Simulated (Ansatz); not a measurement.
# Nickel, fcc under PBE: how the plane-wave cutoff moves the result

How high must the plane-wave cutoff be for energy and pressure and moments to settle? The geometry was relaxed under PBE beforehand and stays fixed; 9 values are run, from 150 to 800 eV. Wanted are the values from which on the energy stays within 10 and 1 meV/atom, and the pressure within 0.5 GPa, of the last run. Within the series other settings stay, but some runs also write fields, which adds to their time. The moments start as that relaxation left them.

Computed with Ansatz 0.2.0 (DFT PBE, plane waves with PAW, scalar-relativistic, unless a step says otherwise).

### Step 1. The system as given

The structure is cubic, space group Fm-3m (No. 225). The conventional cell has a = 3.519 Å, b = 3.519 Å, c = 3.519 Å, α = 90.00°, β = 90.00°, γ = 90.00°. Ni (site symmetry m-3m) is surrounded by 12 Ni at 2.49 Å.

As a file:

```xyz
1
Lattice="0.0000 1.7597 1.7597 1.7597 0.0000 1.7597 1.7597 1.7597 0.0000" Properties=species:S:1:pos:R:3 pbc="T T T"
Ni    0.0000    0.0000    0.0000
```

The atoms start with moments of +0.67 μB.

### Step 2. A run at the usual settings, for scale

Input file input.yaml:

```yaml
crystal:
  lattice:
    - [0.0, 1.7596893266, 1.7596893266]
    - [1.7596893266, 0.0, 1.7596893266]
    - [1.7596893266, 1.7596893266, 0.0]
  atoms:
    - { symbol: Ni, position: [0.0, 0.0, 0.0], spin: 0.672 }
hamiltonian:
  xc: pbe
  pseudopotentials:
    kind: paw
    azcp:
      Ni: "pseudopotentials/Ni.paw.azcp"
basis:
  ecutwfc: 420
  fft_grid_basis: typed
kpoints:
  mp_grid: { grid: [25, 25, 25], shift: [0, 0, 0] }
magnetization:
  spin_polarized: true
scf:
  occupations: { method: fermi_dirac, width: 0.05 }
  lower_state_search: "off"
output:
  stress: true
  write_density: true
  write_potential: true
  elf: true
  volumetric_format: npy
```

Run with:

```sh
> ansatz run input.yaml --threads 1 --pin off --max-ram 3584MiB --backend cpu --events-out ev --progress --plain --runs-dir out
```

What it wrote, cut to the lines that bear on the results:

```text
[...]
Pseudopotentials: kind: paw
Pseudopotential: Ni, paw, valence charge 18, recommended cutoff 420 eV (normal), <dir>
Functional definition: PBE
[...]
Crystal: 1 atoms, lattice volume = 10.898 Å³
Basis set: ecut = 420 eV, 181 PW (Γ)
Bands: 14, of which v1, the nominal top of the filled ones, is band 9 counted from 1 (8 counted from 0)
Symmetry: 48 space group operations
Space group: Fm-3m (ITA 225), of the structure as read, at distance tolerance 2.2e-5 Å
Magnetic group: BNS 225.116 (UNI 1618), of the structure as read, at distance tolerance 2.2e-5 Å
k-points: 455 of 15625
[...]
Starting moments: Σ|m| = 0.672 μB on 1 of 1 site
[...]
SCF iter   1: F=—  HF=-5839.711684 eV  |F-HF|=—  |Δ(HF+E_count)|=         —  Δρ=2.60e-2 (↑2.60e-2 ↓1.47e-2)  dr2=5.09e-2  dr2_m=1.45e-2  M=0.609 μB ∫|m|=0.636 μB  β_m=0.30  ethr=2.89e-4  ⟨swp⟩=1.0  Hψ=87548  notcnv=0
[...]
spin-set hold released at iteration 6 (site moments contracting): the magnetisation degrees of freedom join the quasi-Newton model from the next iteration; the mixer history was flushed
[...]
SCF iter  12: F=-5839.727924 eV  HF=-5839.727924 eV  |F-HF|=7.20e-9  |Δ(HF+E_count)|=   3.55e-8  Δρ=9.26e-6 (↑2.48e-6 ↓9.26e-6)  dr2=6.94e-9  dr2_m=1.40e-9  M=0.633 μB ∫|m|=0.724 μB  ethr=1.99e-11  ⟨swp⟩=4.1  Hψ=62512  notcnv=0
[...]
SCF converged after 12 iterations
Magnetization: 0.6333 μB (9.3167 up, 8.6833 down)
Absolute magnetization: 0.7251 μB (∫|ρ↑−ρ↓|, with the PAW one-centre terms)
Spin contamination: 0.0070 ħ² per cell (⟨S²⟩ above its minimum at these occupations)
Per-site moments (μB) at R_I (Å): [(0.6721591427423189, 1.0265378108868708)]
Free energy (F): -5839.727924 eV
[...]
E sigma→0 (E₀):  -5839.720920 eV
Entropy (-TS):   -0.014008 eV (-14.008 meV/atom)
Fermi energy:    18.150708 eV
[...]
--- Stress (GPa, compression-positive) ---
       -0.130790       0.000000      -0.000000
       -0.000000      -0.130790      -0.000000
        0.000000      -0.000000      -0.130790
  P = ⅓ Tr σ = -0.1308 GPa (-1.308 kbar)
--- Band table (eV; the first three rows and the last of 910) ---
  k-point 0 ↑: bands = ["-85.5274", "-45.7853", "-45.7853", "-45.7853", "9.0319", "15.6864", "15.6864", "15.6864", "16.8751", "16.8751", "41.6226", "45.5801", "45.5801", "45.5801"]
[...]
```

Wall time 25 s (1 thread of Intel Xeon Platinum 8259CL at 2.50GHz (Skylake/Cascade Lake), shared host); peak memory 0.52 GiB.

### Step 3. Run at 150 eV

The run at 150 eV.

input.yaml: that of step 2 with these lines changed.

```diff
@@ -14,6 +14,6 @@
 basis:
-  ecutwfc: 420
+  ecutwfc: 150
   fft_grid_basis: typed
 kpoints:
-  mp_grid: { grid: [25, 25, 25], shift: [0, 0, 0] }
+  mp_grid: { grid: [15, 15, 15], shift: [0, 0, 0] }
 magnetization:
@@ -25,5 +25 @@
   stress: true
-  write_density: true
-  write_potential: true
-  elf: true
-  volumetric_format: npy
```

Run with:

```sh
> ansatz run input.yaml --threads 1 --pin off --max-ram 3584MiB --backend cpu --events-out ev --progress --plain --runs-dir out
```

What it wrote, cut to the lines that bear on the results:

```text
Warning: basis.ecutwfc = 150 eV is below the records' recommended 420 eV, and the density's cutoff is lower with it unless basis.ecutrho_ratio is high enough to keep the records' density cutoff: compare with a run at a higher cutoff
Warning: basis.ecutrho_ratio 4 (ecutrho = 600 eV, dense FFT grid 10×10×10): the grid does not resolve the core-correction charge of Ni (measure 0.22 e/Å^2.5); warned from 0.08. The energy and each atom's force then go with where the atoms sit on the grid: on a 12-atom cubic HfO2 cell [...]
Pseudopotentials: kind: paw
Pseudopotential: Ni, paw, valence charge 18, recommended cutoff 420 eV (normal), <dir>
Functional definition: PBE
[...]
Crystal: 1 atoms, lattice volume = 10.898 Å³
Basis set: ecut = 150 eV, 59 PW (Γ)
Bands: 14, of which v1, the nominal top of the filled ones, is band 9 counted from 1 (8 counted from 0)
Symmetry: 48 space group operations
Space group: Fm-3m (ITA 225), of the structure as read, at distance tolerance 2.2e-5 Å
Magnetic group: BNS 225.116 (UNI 1618), of the structure as read, at distance tolerance 2.2e-5 Å
k-points: 120 of 3375
[...]
Starting moments: Σ|m| = 0.672 μB on 1 of 1 site
[...]
SCF iter   1: F=—  HF=-5776.292294 eV  |F-HF|=—  |Δ(HF+E_count)|=         —  Δρ=5.56e-1 (↑5.56e-1 ↓4.31e-1)  dr2=4.69e1  dr2_m=4.43e-1  M=0.228 μB ∫|m|=0.230 μB  β_m=0.30  ethr=3.10e-3  ⟨swp⟩=1.1  Hψ=11054  notcnv=0
[...]
spin-set hold released at iteration 6 (site moments contracting): the magnetisation degrees of freedom join the quasi-Newton model from the next iteration; the mixer history was flushed
[...]
SCF iter  12: F=-5752.083623 eV  HF=-5752.083623 eV  |F-HF|=3.64e-12  |Δ(HF+E_count)|=   1.76e-9  Δρ=1.07e-7 (↑1.07e-7 ↓9.74e-8)  dr2=1.65e-13  dr2_m=9.50e-13  M=0.000 μB ∫|m|=0.000 μB  ethr=1.00e-12  ⟨swp⟩=1.0  Hψ=8854  notcnv=0
WARN: the starting moments were not kept: the SCF closed with an absolute magnetisation of 5.8e-7 μB, where they sum to 0.672 μB in size (1 site). That is at most 0.1 of that sum. Measured as dr2_m measures the in/out step, that magnetisation stands 9.8e-14 eV from none, at or under the [...]
SCF converged after 12 iterations
Magnetization: 0.0000 μB (9.0000 up, 9.0000 down)
Absolute magnetization: 0.0000 μB (∫|ρ↑−ρ↓|, with the PAW one-centre terms)
Spin contamination: 0.0000 ħ² per cell (⟨S²⟩ above its minimum at these occupations)
Per-site moments (μB) at R_I (Å): [(3.570949706472506e-7, 1.0265378108868708)]
Free energy (F): -5752.083623 eV
[...]
E sigma→0 (E₀):  -5752.081205 eV
Entropy (-TS):   -0.004836 eV (-4.836 meV/atom)
Fermi energy:    18.929860 eV
[...]
--- Stress (GPa, compression-positive) ---
       68.418262       0.000000       0.000000
        0.000000      68.418262       0.000000
        0.000000      -0.000000      68.418262
  P = ⅓ Tr σ = 68.4183 GPa (684.183 kbar)
```

It took 2.6 s on 1 thread of Intel Xeon Platinum 8259CL at 2.50GHz (Skylake/Cascade Lake), shared host; peak memory 0.36 GiB.

### Step 4. Run at 200 eV

The run at 200 eV.

input.yaml: that of step 3 with these lines changed.

```diff
@@ -14,3 +14,3 @@
 basis:
-  ecutwfc: 150
+  ecutwfc: 200
   fft_grid_basis: typed
```

Run with:

```sh
> ansatz run input.yaml --threads 1 --pin off --max-ram 3584MiB --backend cpu --events-out ev --progress --plain --runs-dir out
```

What it wrote, cut to the lines that bear on the results:

```text
Warning: basis.ecutwfc = 200 eV is below the records' recommended 420 eV, and the density's cutoff is lower with it unless basis.ecutrho_ratio is high enough to keep the records' density cutoff: compare with a run at a higher cutoff
[...]
Pseudopotentials: kind: paw
Pseudopotential: Ni, paw, valence charge 18, recommended cutoff 420 eV (normal), <dir>
Functional definition: PBE
[...]
Crystal: 1 atoms, lattice volume = 10.898 Å³
Basis set: ecut = 200 eV, 65 PW (Γ)
Bands: 14, of which v1, the nominal top of the filled ones, is band 9 counted from 1 (8 counted from 0)
Symmetry: 48 space group operations
Space group: Fm-3m (ITA 225), of the structure as read, at distance tolerance 2.2e-5 Å
Magnetic group: BNS 225.116 (UNI 1618), of the structure as read, at distance tolerance 2.2e-5 Å
k-points: 120 of 3375
[...]
Starting moments: Σ|m| = 0.672 μB on 1 of 1 site
[...]
SCF iter   1: F=—  HF=-5826.228567 eV  |F-HF|=—  |Δ(HF+E_count)|=         —  Δρ=1.29e-1 (↑1.13e-1 ↓1.29e-1)  dr2=2.31e0  dr2_m=1.06e-2  M=0.649 μB ∫|m|=0.671 μB  β_m=1.00  ethr=3.10e-3  ⟨swp⟩=3.9  Hψ=14903  notcnv=0
[...]
spin-set hold released at iteration 7 (site moments contracting): the magnetisation degrees of freedom join the quasi-Newton model from the next iteration; the mixer history was flushed
[...]
SCF iter  13: F=-5824.469002 eV  HF=-5824.469002 eV  |F-HF|=6.98e-10  |Δ(HF+E_count)|=   2.12e-8  Δρ=4.17e-6 (↑4.17e-6 ↓3.92e-6)  dr2=9.55e-10  dr2_m=1.06e-9  M=0.559 μB ∫|m|=0.606 μB  ethr=1.71e-11  ⟨swp⟩=1.0  Hψ=8812  notcnv=0
[...]
SCF converged after 13 iterations
Magnetization: 0.5593 μB (9.2797 up, 8.7203 down)
Absolute magnetization: 0.6058 μB (∫|ρ↑−ρ↓|, with the PAW one-centre terms)
Spin contamination: 0.0033 ħ² per cell (⟨S²⟩ above its minimum at these occupations)
Per-site moments (μB) at R_I (Å): [(0.5801291205107344, 1.0265378108868708)]
Free energy (F): -5824.469002 eV
[...]
E sigma→0 (E₀):  -5824.459819 eV
Entropy (-TS):   -0.018367 eV (-18.367 meV/atom)
Fermi energy:    16.812381 eV
[...]
--- Stress (GPa, compression-positive) ---
      -50.403556      -0.000000       0.000000
        0.000000     -50.403556       0.000000
       -0.000000       0.000000     -50.403556
  P = ⅓ Tr σ = -50.4036 GPa (-504.036 kbar)
```

Run time: 3.6 s. Hardware: 1 thread of Intel Xeon Platinum 8259CL at 2.50GHz (Skylake/Cascade Lake), shared host; peak memory 0.36 GiB.

### Step 5. Run at 250 eV

The run at 250 eV.

input.yaml: that of step 4 with these lines changed.

```diff
@@ -14,3 +14,3 @@
 basis:
-  ecutwfc: 200
+  ecutwfc: 250
   fft_grid_basis: typed
```

Run with:

```sh
> ansatz run input.yaml --threads 1 --pin off --max-ram 3584MiB --backend cpu --events-out ev --progress --plain --runs-dir out
```

What it wrote, cut to the lines that bear on the results:

```text
Warning: basis.ecutwfc = 250 eV is below the records' recommended 420 eV, and the density's cutoff is lower with it unless basis.ecutrho_ratio is high enough to keep the records' density cutoff: compare with a run at a higher cutoff
[...]
Pseudopotentials: kind: paw
Pseudopotential: Ni, paw, valence charge 18, recommended cutoff 420 eV (normal), <dir>
Functional definition: PBE
[...]
Crystal: 1 atoms, lattice volume = 10.898 Å³
Basis set: ecut = 250 eV, 113 PW (Γ)
Bands: 14, of which v1, the nominal top of the filled ones, is band 9 counted from 1 (8 counted from 0)
Symmetry: 48 space group operations
Space group: Fm-3m (ITA 225), of the structure as read, at distance tolerance 2.2e-5 Å
Magnetic group: BNS 225.116 (UNI 1618), of the structure as read, at distance tolerance 2.2e-5 Å
k-points: 120 of 3375
[...]
Starting moments: Σ|m| = 0.672 μB on 1 of 1 site
[...]
SCF iter   1: F=—  HF=-5837.249904 eV  |F-HF|=—  |Δ(HF+E_count)|=         —  Δρ=2.59e-2 (↑1.40e-2 ↓2.59e-2)  dr2=2.06e-2  dr2_m=1.99e-2  M=0.633 μB ∫|m|=0.661 μB  β_m=1.00  ethr=1.15e-4  ⟨swp⟩=1.0  Hψ=19849  notcnv=0
[...]
spin-set hold released at iteration 7 (site moments contracting): the magnetisation degrees of freedom join the quasi-Newton model from the next iteration; the mixer history was flushed
[...]
SCF iter  13: F=-5837.183473 eV  HF=-5837.183473 eV  |F-HF|=7.28e-12  |Δ(HF+E_count)|=   5.28e-9  Δρ=1.46e-6 (↑5.06e-7 ↓1.46e-6)  dr2=7.58e-11  dr2_m=7.66e-11  M=0.623 μB ∫|m|=0.716 μB  ethr=3.84e-12  ⟨swp⟩=1.0  Hψ=9260  notcnv=0
[...]
SCF converged after 13 iterations
Magnetization: 0.6229 μB (9.3115 up, 8.6885 down)
Absolute magnetization: 0.7169 μB (∫|ρ↑−ρ↓|, with the PAW one-centre terms)
Spin contamination: 0.0070 ħ² per cell (⟨S²⟩ above its minimum at these occupations)
Per-site moments (μB) at R_I (Å): [(0.6618183876380357, 1.0265378108868708)]
Free energy (F): -5837.183473 eV
[...]
E sigma→0 (E₀):  -5837.175849 eV
Entropy (-TS):   -0.015249 eV (-15.249 meV/atom)
Fermi energy:    17.800124 eV
[...]
--- Stress (GPa, compression-positive) ---
        9.254165      -0.000000      -0.000000
        0.000000       9.254165      -0.000000
        0.000000      -0.000000       9.254165
  P = ⅓ Tr σ = 9.2542 GPa (92.542 kbar)
```

Run time: 3.6 s. Hardware: 1 thread of Intel Xeon Platinum 8259CL at 2.50GHz (Skylake/Cascade Lake), shared host; peak memory 0.38 GiB.

### Step 6. Run at 300 eV

The run at 300 eV.

input.yaml: that of step 5 with these lines changed.

```diff
@@ -14,3 +14,3 @@
 basis:
-  ecutwfc: 250
+  ecutwfc: 300
   fft_grid_basis: typed
@@ -25 +25,5 @@
   stress: true
+  write_density: true
+  write_potential: true
+  elf: true
+  volumetric_format: npy
```

Run with:

```sh
> ansatz run input.yaml --threads 1 --pin off --max-ram 3584MiB --backend cpu --events-out ev --progress --plain --runs-dir out
```

What it wrote, cut to the lines that bear on the results:

```text
Warning: basis.ecutwfc = 300 eV is below the records' recommended 420 eV, and the density's cutoff is lower with it unless basis.ecutrho_ratio is high enough to keep the records' density cutoff: compare with a run at a higher cutoff
[...]
Pseudopotentials: kind: paw
Pseudopotential: Ni, paw, valence charge 18, recommended cutoff 420 eV (normal), <dir>
Functional definition: PBE
[...]
Crystal: 1 atoms, lattice volume = 10.898 Å³
Basis set: ecut = 300 eV, 137 PW (Γ)
Bands: 14, of which v1, the nominal top of the filled ones, is band 9 counted from 1 (8 counted from 0)
Symmetry: 48 space group operations
Space group: Fm-3m (ITA 225), of the structure as read, at distance tolerance 2.2e-5 Å
Magnetic group: BNS 225.116 (UNI 1618), of the structure as read, at distance tolerance 2.2e-5 Å
k-points: 120 of 3375
[...]
Starting moments: Σ|m| = 0.672 μB on 1 of 1 site
[...]
SCF iter  12: F=-5839.449014 eV  HF=-5839.449014 eV  |F-HF|=5.09e-11  |Δ(HF+E_count)|=   1.43e-8  Δρ=2.58e-6 (↑5.83e-7 ↓2.58e-6)  dr2=2.30e-10  dr2_m=2.25e-10  M=0.650 μB ∫|m|=0.742 μB  ethr=2.84e-11  ⟨swp⟩=3.9  Hψ=14496  notcnv=0
[...]
SCF converged after 12 iterations
Magnetization: 0.6501 μB (9.3251 up, 8.6749 down)
Absolute magnetization: 0.7425 μB (∫|ρ↑−ρ↓|, with the PAW one-centre terms)
Spin contamination: 0.0071 ħ² per cell (⟨S²⟩ above its minimum at these occupations)
Per-site moments (μB) at R_I (Å): [(0.6886381671621112, 1.0265378108868708)]
Free energy (F): -5839.449014 eV
[...]
E sigma→0 (E₀):  -5839.442215 eV
Entropy (-TS):   -0.013597 eV (-13.597 meV/atom)
Fermi energy:    18.067329 eV
[...]
--- Stress (GPa, compression-positive) ---
        3.585501      -0.000000       0.000000
       -0.000000       3.585501       0.000000
       -0.000000      -0.000000       3.585501
  P = ⅓ Tr σ = 3.5855 GPa (35.855 kbar)
--- Band table (eV; the first three rows and the last of 240) ---
  k-point 0 ↑: bands = ["-85.6812", "-45.9155", "-45.9155", "-45.9155", "9.0105", "15.5940", "15.5940", "15.5940", "16.7868", "16.7868", "41.6043", "45.6659", "45.6659", "45.6659"]
[...]
```

It took 4.4 s on 1 thread of Intel Xeon Platinum 8259CL at 2.50GHz (Skylake/Cascade Lake), shared host; peak memory 0.39 GiB.

### Step 7. Run at 350 eV

The run at 350 eV.

input.yaml: that of step 6 with these lines changed.

```diff
@@ -14,3 +14,3 @@
 basis:
-  ecutwfc: 300
+  ecutwfc: 350
   fft_grid_basis: typed
@@ -25,5 +25 @@
   stress: true
-  write_density: true
-  write_potential: true
-  elf: true
-  volumetric_format: npy
```

Run with:

```sh
> ansatz run input.yaml --threads 1 --pin off --max-ram 3584MiB --backend cpu --events-out ev --progress --plain --runs-dir out
```

What it wrote, cut to the lines that bear on the results:

```text
Warning: basis.ecutwfc = 350 eV is below the records' recommended 420 eV, and the density's cutoff is lower with it unless basis.ecutrho_ratio is high enough to keep the records' density cutoff: compare with a run at a higher cutoff
[...]
Pseudopotentials: kind: paw
Pseudopotential: Ni, paw, valence charge 18, recommended cutoff 420 eV (normal), <dir>
Functional definition: PBE
[...]
Crystal: 1 atoms, lattice volume = 10.898 Å³
Basis set: ecut = 350 eV, 169 PW (Γ)
Bands: 14, of which v1, the nominal top of the filled ones, is band 9 counted from 1 (8 counted from 0)
Symmetry: 48 space group operations
Space group: Fm-3m (ITA 225), of the structure as read, at distance tolerance 2.2e-5 Å
Magnetic group: BNS 225.116 (UNI 1618), of the structure as read, at distance tolerance 2.2e-5 Å
k-points: 120 of 3375
[...]
Starting moments: Σ|m| = 0.672 μB on 1 of 1 site
[...]
SCF iter   1: F=—  HF=-5839.690739 eV  |F-HF|=—  |Δ(HF+E_count)|=         —  Δρ=2.85e-2 (↑2.85e-2 ↓1.42e-2)  dr2=5.31e-2  dr2_m=1.98e-2  M=0.626 μB ∫|m|=0.651 μB  β_m=1.00  ethr=3.02e-4  ⟨swp⟩=1.0  Hψ=21598  notcnv=0
[...]
spin-set hold released at iteration 6 (site moments contracting): the magnetisation degrees of freedom join the quasi-Newton model from the next iteration; the mixer history was flushed
[...]
SCF iter  12: F=-5839.713847 eV  HF=-5839.713847 eV  |F-HF|=1.84e-10  |Δ(HF+E_count)|=   1.66e-8  Δρ=3.05e-6 (↑4.23e-7 ↓3.05e-6)  dr2=3.65e-10  dr2_m=2.92e-10  M=0.656 μB ∫|m|=0.746 μB  ethr=2.51e-11  ⟨swp⟩=1.3  Hψ=9472  notcnv=0
[...]
SCF converged after 12 iterations
Magnetization: 0.6557 μB (9.3279 up, 8.6721 down)
Absolute magnetization: 0.7472 μB (∫|ρ↑−ρ↓|, with the PAW one-centre terms)
Spin contamination: 0.0072 ħ² per cell (⟨S²⟩ above its minimum at these occupations)
Per-site moments (μB) at R_I (Å): [(0.6945439211686422, 1.0265378108868708)]
Free energy (F): -5839.713847 eV
[...]
E sigma→0 (E₀):  -5839.707061 eV
Entropy (-TS):   -0.013573 eV (-13.573 meV/atom)
Fermi energy:    18.136912 eV
[...]
--- Stress (GPa, compression-positive) ---
        0.129980      -0.000000      -0.000000
       -0.000000       0.129980       0.000000
       -0.000000      -0.000000       0.129980
  P = ⅓ Tr σ = 0.1300 GPa (1.300 kbar)
```

Run time: 4.8 s. Hardware: 1 thread of Intel Xeon Platinum 8259CL at 2.50GHz (Skylake/Cascade Lake), shared host; peak memory 0.38 GiB.

### Step 8. Run at 420 eV

The run at 420 eV.

input.yaml: that of step 7 with these lines changed.

```diff
@@ -14,3 +14,3 @@
 basis:
-  ecutwfc: 350
+  ecutwfc: 420
   fft_grid_basis: typed
```

Run with:

```sh
> ansatz run input.yaml --threads 1 --pin off --max-ram 3584MiB --backend cpu --events-out ev --progress --plain --runs-dir out
```

What it wrote, cut to the lines that bear on the results:

```text
[...]
Pseudopotentials: kind: paw
Pseudopotential: Ni, paw, valence charge 18, recommended cutoff 420 eV (normal), <dir>
Functional definition: PBE
[...]
Crystal: 1 atoms, lattice volume = 10.898 Å³
Basis set: ecut = 420 eV, 181 PW (Γ)
Bands: 14, of which v1, the nominal top of the filled ones, is band 9 counted from 1 (8 counted from 0)
Symmetry: 48 space group operations
Space group: Fm-3m (ITA 225), of the structure as read, at distance tolerance 2.2e-5 Å
Magnetic group: BNS 225.116 (UNI 1618), of the structure as read, at distance tolerance 2.2e-5 Å
k-points: 120 of 3375
[...]
Starting moments: Σ|m| = 0.672 μB on 1 of 1 site
[...]
SCF iter   1: F=—  HF=-5839.711837 eV  |F-HF|=—  |Δ(HF+E_count)|=         —  Δρ=2.82e-2 (↑2.82e-2 ↓1.41e-2)  dr2=5.04e-2  dr2_m=1.98e-2  M=0.626 μB ∫|m|=0.652 μB  β_m=1.00  ethr=2.86e-4  ⟨swp⟩=1.0  Hψ=23099  notcnv=0
[...]
spin-set hold released at iteration 6 (site moments contracting): the magnetisation degrees of freedom join the quasi-Newton model from the next iteration; the mixer history was flushed
[...]
SCF iter  12: F=-5839.729301 eV  HF=-5839.729301 eV  |F-HF|=1.56e-9  |Δ(HF+E_count)|=   1.42e-8  Δρ=5.68e-6 (↑8.18e-7 ↓5.68e-6)  dr2=1.96e-9  dr2_m=7.49e-10  M=0.657 μB ∫|m|=0.748 μB  ethr=4.26e-10  ⟨swp⟩=2.6  Hψ=10905  notcnv=0
[...]
SCF converged after 12 iterations
Magnetization: 0.6567 μB (9.3284 up, 8.6716 down)
Absolute magnetization: 0.7485 μB (∫|ρ↑−ρ↓|, with the PAW one-centre terms)
Spin contamination: 0.0072 ħ² per cell (⟨S²⟩ above its minimum at these occupations)
Per-site moments (μB) at R_I (Å): [(0.6957054780762528, 1.0265378108868708)]
Free energy (F): -5839.729301 eV
[...]
E sigma→0 (E₀):  -5839.722537 eV
Entropy (-TS):   -0.013529 eV (-13.529 meV/atom)
Fermi energy:    18.149070 eV
[...]
--- Stress (GPa, compression-positive) ---
        0.007065      -0.000000      -0.000000
       -0.000000       0.007065       0.000000
        0.000000       0.000000       0.007065
  P = ⅓ Tr σ = 0.0071 GPa (0.071 kbar)
```

Wall time 4.5 s (1 thread of Intel Xeon Platinum 8259CL at 2.50GHz (Skylake/Cascade Lake), shared host); peak memory 0.39 GiB.

(Part 1 of 2 ends here.)
